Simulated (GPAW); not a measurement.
# Ag (P6_3/mmc) in GPAW: a series of runs

The runs below take Ag through relaxation of cell and atoms, with PBEsol.

All numbers are computed with GPAW 26.7.0; they aren't measurements. Logs are shortened: lines on timing, memory, paths and dates and some standing lists are left out, and cuts for length are marked. The log counts tension as positive stress, the text compression.

### 1 The structure

The structure is hexagonal, space group P6_3/mmc (No. 194). Conventional cell: a = 2.930 Å, b = 2.930 Å, c = 4.790 Å, α = 90.00°, β = 90.00°, γ = 120.00°. Ag (site symmetry -6m2) has 12 Ag at 2.93 Å as nearest neighbours.

This isn't the form of Ag at room conditions, which is fcc.

### 2 Relaxation of cell and atoms, PBEsol

Input file run.py:

```python
from ase import Atoms
from ase.filters import FrechetCellFilter
from ase.io import write
from ase.optimize import BFGS
from gpaw import GPAW, PW, setup_paths

setup_paths.insert(0, '.')

atoms = Atoms(['Ag', 'Ag'],
              cell=[[2.93, 0.0, 0.0],
                    [-1.465, 2.5374544331, 0.0],
                    [0.0, 0.0, 4.79]],
              scaled_positions=[[0.6666666667, 0.3333333333, 0.75],
                                [0.3333333333, 0.6666666667, 0.25]],
              pbc=True)

calc = GPAW(mode=PW(600),
            xc='PBEsol',
            kpts={'size': (8, 8, 4), 'gamma': True},
            occupations={'name': 'fermi-dirac', 'width': 0.05},
            nbands=31,
            convergence={'density': 1e-05, 'forces': 0.0001},
            maxiter=150,
            txt='gpaw.txt')
atoms.calc = calc
opt = BFGS(FrechetCellFilter(atoms), trajectory='relax.traj', logfile='-')
done = opt.run(fmax=0.02, steps=60)
calc.write('gs.gpw')
write('result.traj', atoms)
print('Converged:', done)
print('Cell:', atoms.cell.cellpar().round(4))
print('Volume:', round(atoms.get_volume(), 4))
print(atoms.get_scaled_positions().round(5))
```

Potentials or basis: PAW data sets generated in the run's folder for this functional, pw.

Started as:

```bash
gpaw-setup -f PBEsol Ag
OMP_NUM_THREADS=1 python run.py
```

gpaw.txt:

```text
__  _  _
 | _ |_)|_||  |
 |__||  | ||/\| - 26.7.0

Input parameters:
  mode=PW(ecut=600.0),
  convergence={'density': 1e-05, 'forces': 0.0001},
  kpts=MonkhorstPack(size=(8, 8, 4), gamma=True),
  maxiter=150,
  nbands=31,
  occupations=Occupations(name='fermi-dirac', width=0.05),
  xc=XC(name='PBEsol')

Diagonalizing LCAO Hamiltonian
Converting LCAO to pw mode

          Ag

        Ag

Atoms  # Å, Bohr magnetons
|   | symbol |         x |        y |        z |    initial magnetic moments |
|---|--------|-----------|----------|----------|-----------------------------|
| 0 |     Ag |  1.465000 | 0.845818 | 3.592500 | ( 0.0000,  0.0000,  0.0000) |
| 1 |     Ag | -0.000000 | 1.691636 | 1.197500 | ( 0.0000,  0.0000,  0.0000) |

Unit cell  # Å
| periodic |         x |        y |        z |  lengths |     angles |
|----------|-----------|----------|----------|----------|------------|
|      yes |  2.930000 | 0.000000 | 0.000000 | 2.930000 |  90.000000 |
|      yes | -1.465000 | 2.537454 | 0.000000 | 2.930000 |  90.000000 |
|      yes |  0.000000 | 0.000000 | 4.790000 | 4.790000 | 120.000000 |

Number of symmetries: 12
Symmetry operations  # r_c * U_cc + t_c -> r_c
|    | kind |            matrix            |
|----|------|------------------------------|
|  0 |  σ   |  1, 1, 0,  0,-1, 0,  0, 0, 1 |
|  1 |  S6  |  1, 1, 0, -1, 0, 0,  0, 0,-1 |
|  2 |  E   |  1, 0, 0,  0, 1, 0,  0, 0, 1 |
|  3 |  C2  |  1, 0, 0, -1,-1, 0,  0, 0,-1 |
|  4 |  C2  |  0, 1, 0,  1, 0, 0,  0, 0,-1 |
|  5 |  C3  |  0, 1, 0, -1,-1, 0,  0, 0, 1 |
|  6 |  S6  |  0,-1, 0,  1, 1, 0,  0, 0,-1 |
|  7 |  σ   |  0,-1, 0, -1, 0, 0,  0, 0, 1 |
|  8 |  σ   | -1, 0, 0,  1, 1, 0,  0, 0, 1 |
[... 168 lines left out ...]
No gap
No difference between direct/indirect transitions

Stress tensor  # eV/Ang^3
|        x |        y |        z |
|----------|----------|----------|
| 0.034124 | 0.000000 | 0.000000 |
| 0.000000 | 0.034124 | 0.000000 |
| 0.000000 | 0.000000 | 0.042726 |

Forces  # eV/Ang
|        x |        y |        z |
|----------|----------|----------|
|  0.00000 | -0.00000 |  0.00001 |  # Ag   0
| -0.00000 |  0.00000 | -0.00001 |  # Ag   1

Interpolating wave functions to new cell

          Ag

        Ag

Atoms  # Å, Bohr magnetons
|   | symbol |         x |        y |        z |    initial magnetic moments |
|---|--------|-----------|----------|----------|-----------------------------|
| 0 |     Ag |  1.458656 | 0.842155 | 3.573031 | ( 0.0000,  0.0000,  0.0000) |
| 1 |     Ag | -0.000000 | 1.684310 | 1.191010 | ( 0.0000,  0.0000,  0.0000) |

Unit cell  # Å
| periodic |         x |        y |        z |  lengths |     angles |
|----------|-----------|----------|----------|----------|------------|
|      yes |  2.917311 | 0.000000 | 0.000000 | 2.917311 |  90.000000 |
|      yes | -1.458656 | 2.526466 | 0.000000 | 2.917311 |  90.000000 |
|      yes |  0.000000 | 0.000000 | 4.764041 | 4.764041 | 120.000000 |

Number of symmetries: 12
Symmetry operations  # r_c * U_cc + t_c -> r_c
|    | kind |            matrix            |
|----|------|------------------------------|
|  0 |  σ   |  1, 1, 0,  0,-1, 0,  0, 0, 1 |
|  1 |  S6  |  1, 1, 0, -1, 0, 0,  0, 0,-1 |
|  2 |  E   |  1, 0, 0,  0, 1, 0,  0, 0, 1 |
|  3 |  C2  |  1, 0, 0, -1,-1, 0,  0, 0,-1 |
|  4 |  C2  |  0, 1, 0,  1, 0, 0,  0, 0,-1 |
|  5 |  C3  |  0, 1, 0, -1,-1, 0,  0, 0, 1 |
|  6 |  S6  |  0,-1, 0,  1, 1, 0,  0, 0,-1 |
|  7 |  σ   |  0,-1, 0, -1, 0, 0,  0, 0, 1 |
|  8 |  σ   | -1, 0, 0,  1, 1, 0,  0, 0, 1 |
[... 168 lines left out ...]
No gap
No difference between direct/indirect transitions

Stress tensor  # eV/Ang^3
|         x |         y |        z |
|-----------|-----------|----------|
|  0.026766 | -0.000000 | 0.000000 |
| -0.000000 |  0.026766 | 0.000000 |
|  0.000000 |  0.000000 | 0.034955 |

Forces  # eV/Ang
|        x |       y |        z |
|----------|---------|----------|
| -0.00000 | 0.00000 | -0.00003 |  # Ag   0
|  0.00000 | 0.00000 |  0.00003 |  # Ag   1

Interpolating wave functions to new cell

          Ag

        Ag

Atoms  # Å, Bohr magnetons
|   | symbol |         x |        y |        z |    initial magnetic moments |
|---|--------|-----------|----------|----------|-----------------------------|
| 0 |     Ag |  1.435706 | 0.828905 | 3.499795 | ( 0.0000,  0.0000,  0.0000) |
| 1 |     Ag | -0.000000 | 1.657810 | 1.166600 | ( 0.0000,  0.0000,  0.0000) |

Unit cell  # Å
| periodic |         x |         y |         z |  lengths |     angles |
|----------|-----------|-----------|-----------|----------|------------|
|      yes |  2.871412 |  0.000000 | -0.000000 | 2.871412 |  90.000000 |
|      yes | -1.435706 |  2.486715 |  0.000000 | 2.871412 |  90.000000 |
|      yes |  0.000000 | -0.000000 |  4.666396 | 4.666396 | 120.000000 |

Number of symmetries: 12
Symmetry operations  # r_c * U_cc + t_c -> r_c
|    | kind |            matrix            |
|----|------|------------------------------|
|  0 |  σ   |  1, 1, 0,  0,-1, 0,  0, 0, 1 |
|  1 |  S6  |  1, 1, 0, -1, 0, 0,  0, 0,-1 |
|  2 |  E   |  1, 0, 0,  0, 1, 0,  0, 0, 1 |
|  3 |  C2  |  1, 0, 0, -1,-1, 0,  0, 0,-1 |
|  4 |  C2  |  0, 1, 0,  1, 0, 0,  0, 0,-1 |
|  5 |  C3  |  0, 1, 0, -1,-1, 0,  0, 0, 1 |
|  6 |  S6  |  0,-1, 0,  1, 1, 0,  0, 0,-1 |
|  7 |  σ   |  0,-1, 0, -1, 0, 0,  0, 0, 1 |
|  8 |  σ   | -1, 0, 0,  1, 1, 0,  0, 0, 1 |
[... 169 lines left out ...]
No gap
No difference between direct/indirect transitions

Stress tensor  # eV/Ang^3
|         x |         y |         z |
|-----------|-----------|-----------|
| -0.006501 | -0.000000 |  0.000000 |
| -0.000000 | -0.006501 |  0.000000 |
|  0.000000 |  0.000000 | -0.000716 |

Forces  # eV/Ang
|       x |        y |        z |
|---------|----------|----------|
| 0.00000 | -0.00000 |  0.00004 |  # Ag   0
| 0.00000 |  0.00000 | -0.00004 |  # Ag   1

Interpolating wave functions to new cell

          Ag

        Ag

Atoms  # Å, Bohr magnetons
|   | symbol |         x |        y |        z |    initial magnetic moments |
|---|--------|-----------|----------|----------|-----------------------------|
| 0 |     Ag |  1.438759 | 0.830668 | 3.506660 | ( 0.0000,  0.0000,  0.0000) |
| 1 |     Ag | -0.000000 | 1.661336 | 1.168888 | ( 0.0000,  0.0000,  0.0000) |

Unit cell  # Å
| periodic |         x |         y |         z |  lengths |     angles |
|----------|-----------|-----------|-----------|----------|------------|
|      yes |  2.877518 |  0.000000 |  0.000000 | 2.877518 |  90.000000 |
|      yes | -1.438759 |  2.492004 | -0.000000 | 2.877518 |  90.000000 |
|      yes |  0.000000 | -0.000000 |  4.675547 | 4.675547 | 120.000000 |

Number of symmetries: 12
Symmetry operations  # r_c * U_cc + t_c -> r_c
|    | kind |            matrix            |
|----|------|------------------------------|
|  0 |  σ   |  1, 1, 0,  0,-1, 0,  0, 0, 1 |
|  1 |  S6  |  1, 1, 0, -1, 0, 0,  0, 0,-1 |
|  2 |  E   |  1, 0, 0,  0, 1, 0,  0, 0, 1 |
|  3 |  C2  |  1, 0, 0, -1,-1, 0,  0, 0,-1 |
|  4 |  C2  |  0, 1, 0,  1, 0, 0,  0, 0,-1 |
|  5 |  C3  |  0, 1, 0, -1,-1, 0,  0, 0, 1 |
|  6 |  S6  |  0,-1, 0,  1, 1, 0,  0, 0,-1 |
|  7 |  σ   |  0,-1, 0, -1, 0, 0,  0, 0, 1 |
|  8 |  σ   | -1, 0, 0,  1, 1, 0,  0, 0, 1 |
[... 168 lines left out ...]
No gap
No difference between direct/indirect transitions

Stress tensor  # eV/Ang^3
|         x |         y |        z |
|-----------|-----------|----------|
| -0.001872 |  0.000000 | 0.000000 |
|  0.000000 | -0.001872 | 0.000000 |
|  0.000000 |  0.000000 | 0.003786 |

Forces  # eV/Ang
|       x |       y |        z |
|---------|---------|----------|
| 0.00000 | 0.00000 | -0.00001 |  # Ag   0
| 0.00000 | 0.00000 |  0.00001 |  # Ag   1

Interpolating wave functions to new cell

          Ag

        Ag

Atoms  # Å, Bohr magnetons
|   | symbol |         x |        y |        z |    initial magnetic moments |
|---|--------|-----------|----------|----------|-----------------------------|
| 0 |     Ag |  1.439175 | 0.830908 | 3.505007 | ( 0.0000,  0.0000,  0.0000) |
| 1 |     Ag | -0.000000 | 1.661817 | 1.168337 | ( 0.0000,  0.0000,  0.0000) |

Unit cell  # Å
| periodic |         x |         y |         z |  lengths |     angles |
|----------|-----------|-----------|-----------|----------|------------|
|      yes |  2.878351 | -0.000000 | -0.000000 | 2.878351 |  90.000000 |
|      yes | -1.439175 |  2.492725 | -0.000000 | 2.878351 |  90.000000 |
|      yes |  0.000000 | -0.000000 |  4.673344 | 4.673344 | 120.000000 |

Number of symmetries: 12
Symmetry operations  # r_c * U_cc + t_c -> r_c
|    | kind |            matrix            |
|----|------|------------------------------|
|  0 |  σ   |  1, 1, 0,  0,-1, 0,  0, 0, 1 |
|  1 |  S6  |  1, 1, 0, -1, 0, 0,  0, 0,-1 |
|  2 |  E   |  1, 0, 0,  0, 1, 0,  0, 0, 1 |
|  3 |  C2  |  1, 0, 0, -1,-1, 0,  0, 0,-1 |
|  4 |  C2  |  0, 1, 0,  1, 0, 0,  0, 0,-1 |
|  5 |  C3  |  0, 1, 0, -1,-1, 0,  0, 0, 1 |
|  6 |  S6  |  0,-1, 0,  1, 1, 0,  0, 0,-1 |
|  7 |  σ   |  0,-1, 0, -1, 0, 0,  0, 0, 1 |
|  8 |  σ   | -1, 0, 0,  1, 1, 0,  0, 0, 1 |
[... 165 lines left out ...]
No gap
No difference between direct/indirect transitions

Stress tensor  # eV/Ang^3
|         x |         y |        z |
|-----------|-----------|----------|
| -0.001654 |  0.000000 | 0.000000 |
|  0.000000 | -0.001654 | 0.000000 |
|  0.000000 |  0.000000 | 0.003576 |

Forces  # eV/Ang
|        x |        y |        z |
|----------|----------|----------|
|  0.00000 | -0.00000 |  0.00001 |  # Ag   0
| -0.00000 |  0.00000 | -0.00001 |  # Ag   1

Interpolating wave functions to new cell

          Ag

        Ag

Atoms  # Å, Bohr magnetons
|   | symbol |         x |        y |        z |    initial magnetic moments |
|---|--------|-----------|----------|----------|-----------------------------|
| 0 |     Ag |  1.443631 | 0.833481 | 3.483341 | ( 0.0000,  0.0000,  0.0000) |
| 1 |     Ag | -0.000000 | 1.666962 | 1.161112 | ( 0.0000,  0.0000,  0.0000) |

Unit cell  # Å
| periodic |         x |         y |         z |  lengths |     angles |
|----------|-----------|-----------|-----------|----------|------------|
|      yes |  2.887263 |  0.000000 | -0.000000 | 2.887263 |  90.000000 |
|      yes | -1.443631 |  2.500443 |  0.000000 | 2.887263 |  90.000000 |
|      yes |  0.000000 | -0.000000 |  4.644454 | 4.644454 | 120.000000 |

Number of symmetries: 12
Symmetry operations  # r_c * U_cc + t_c -> r_c
|    | kind |            matrix            |
|----|------|------------------------------|
|  0 |  σ   |  1, 1, 0,  0,-1, 0,  0, 0, 1 |
|  1 |  S6  |  1, 1, 0, -1, 0, 0,  0, 0,-1 |
|  2 |  E   |  1, 0, 0,  0, 1, 0,  0, 0, 1 |
|  3 |  C2  |  1, 0, 0, -1,-1, 0,  0, 0,-1 |
|  4 |  C2  |  0, 1, 0,  1, 0, 0,  0, 0,-1 |
|  5 |  C3  |  0, 1, 0, -1,-1, 0,  0, 0, 1 |
|  6 |  S6  |  0,-1, 0,  1, 1, 0,  0, 0,-1 |
|  7 |  σ   |  0,-1, 0, -1, 0, 0,  0, 0, 1 |
|  8 |  σ   | -1, 0, 0,  1, 1, 0,  0, 0, 1 |
[... 167 lines left out ...]
No gap
No difference between direct/indirect transitions

Stress tensor  # eV/Ang^3
|         x |         y |        z |
|-----------|-----------|----------|
| -0.000392 |  0.000000 | 0.000000 |
|  0.000000 | -0.000392 | 0.000000 |
|  0.000000 | -0.000000 | 0.000940 |

Forces  # eV/Ang
|        x |        y |        z |
|----------|----------|----------|
|  0.00000 | -0.00000 | -0.00002 |  # Ag   0
| -0.00000 |  0.00000 |  0.00002 |  # Ag   1

# Writing to gs.gpw (mode='')
```

It took 2.3 min on 1 thread of Arm Neoverse V1, shared host; peak memory 0.26 GiB.

Results:

```yaml
Free_energy: -6.8637 eV
Relaxed_volume: 16.77 Å³/atom
Relaxed_cell: a = 2.887 Å, b = 2.887 Å, c = 4.644 Å, α = 90.00°, β = 90.00°, γ = 120.00°
Space_group_after_relaxing_to_0.05_Å: P6_3/mmc (No. 194)
Energy_gained_by_relaxing: 21.2 meV/atom
Ionic_steps: 6
Pressure_after_relaxing: 0.0 GPa
Band_gap_on_the_k_mesh: none (metal or under the smearing width)
```

Stress tensor (GPa, compression positive):
```
 0.06  0.00  0.00
 0.00  0.06  0.00
 0.00  0.00 -0.15
```

The path:
```csv
step,energy change (eV),largest force (eV/Å),pressure (GPa),volume (Å³)
1,0.0000,0.0000,-5.93,35.61
2,-0.0168,0.0000,-4.73,35.11
3,-0.0412,0.0000,0.73,33.32
4,-0.0418,0.0000,0.00,33.53
5,-0.0419,0.0000,-0.01,33.53
6,-0.0424,0.0000,-0.01,33.53
```

Final structure:
```
Ag
1.0
     2.88726    0.00000    0.00000
    -1.44363    2.50044    0.00000
     0.00000    0.00000    4.64445
Ag
2
Direct
  0.66667 0.33333 0.75000
  0.33333 0.66667 0.25000
```

Caveat: later steps reuse the first step's grids.

(Part 1 of 2 ends here.)
